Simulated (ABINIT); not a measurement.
Crystal: CsSnI3.

```
CELL_PARAMETERS angstrom
6.20570 0.00000 0.00000
0.00000 6.20570 0.00000
0.00000 0.00000 6.20570
ATOMIC_POSITIONS crystal
Cs 0.00000 0.00000 0.00000
I 0.50000 0.50000 0.00000
I 0.50000 0.00000 0.50000
I 0.00000 0.50000 0.50000
Sn 0.50000 0.50000 0.50000
```

Base run:

| Property | Result |
| --- | --- |
| Program | ABINIT 10.8.3 (patched build) |
| Functional | PBE |
| Potentials or basis | JTH PAW PBE v2.0 |
| Cutoff | 544 eV |
| k mesh | 3 × 3 × 3 |
| Occupations | fermi-dirac, width 0.05 eV |
| Spin | no spin polarisation |

Its results: band gap on the k mesh 3.09 eV, direct.

The run is repeated on the same cell with these changes: k mesh from 3 × 3 × 3 to 6 × 6 × 6. What comes out?

Band gap on the k mesh 0.29 eV, direct.

Caveats: spin-orbit coupling is left out, which moves the levels of the heavy elements; the cell was measured hot, at 500 K; an odd mesh through Γ misses points on the zone boundary, where band edges often lie (some runs).

Not every run made on this cell is shown here.
